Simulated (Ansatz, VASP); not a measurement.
# I in VASP and in Ansatz

INCAR

```
SYSTEM = I
ALGO = Normal
EDIFF = 1E-6
ENCUT = 520
ISIF = 2
ISMEAR = -1
LASPH = .True.
LCHARG = .False.
LREAL = .False.
LWAVE = .False.
NBANDS = 10
NELM = 80
PREC = Accurate
SIGMA = 0.05
```

Contents of KPOINTS:

```
k-points
0
Gamma
  13 13 13
  0 0 0
```

The input POSCAR:

```
I
1.0
    2.6537381047      0.0000000000      0.0000000000
    0.0000000000      2.6537381047      0.0000000000
    0.0000000000      0.0000000000      2.6537381047
I
1
Direct
    0.0000000000      0.0000000000      0.0000000000
```

Input for Ansatz:

```yaml
crystal:
  lattice:
    - [2.6537381047, 0.0, 0.0]
    - [0.0, 2.6537381047, 0.0]
    - [0.0, 0.0, 2.6537381047]
  atoms:
    - { symbol: I, position: [0.0, 0.0, 0.0] }
kpoints:
  mp_grid: { grid: [13, 13, 13] }
scf:
  occupations: { method: fermi_dirac, width: 0.05 }
hamiltonian:
  xc: lda
  pseudopotentials: { kind: all_electron, lapw: { basis_error: 0.001 } }
output:
  forces: true
  stress: true
  eigenvalues: true
  populations: true
```

Change from the starting cell: volume scaled by 0.5, LAPW.

Alike in both runs: task single point; functional LDA; k mesh 13 × 13 × 13; occupations fermi-dirac, width 0.05 eV; no spin polarisation.

```csv
,VASP,Ansatz
version,VASP 6.6.1,Ansatz 0.2.0
potentials or method,"VASP PAW LDA potentials, release 64 (I)","all-electron LAPW, scalar-relativistic"
plane-wave cutoff (eV),520,see its input
```

```csv
,VASP,Ansatz,Ansatz less VASP
pressure (GPa),106.1,106.2,+0.12
```

Ansatz ran all-electron here, so the differences hold the error of VASP's frozen core and of both bases.

Caveats: the cell as given lies far from equilibrium; so large a pressure means that the cell lies far from this level's equilibrium, or that cutoff or potentials fall short (VASP); an odd number of electrons without spin polarisation forces a metal; a magnetic or distorted state may lie lower. The runs have no spin-orbit coupling, so splittings on I are missing.
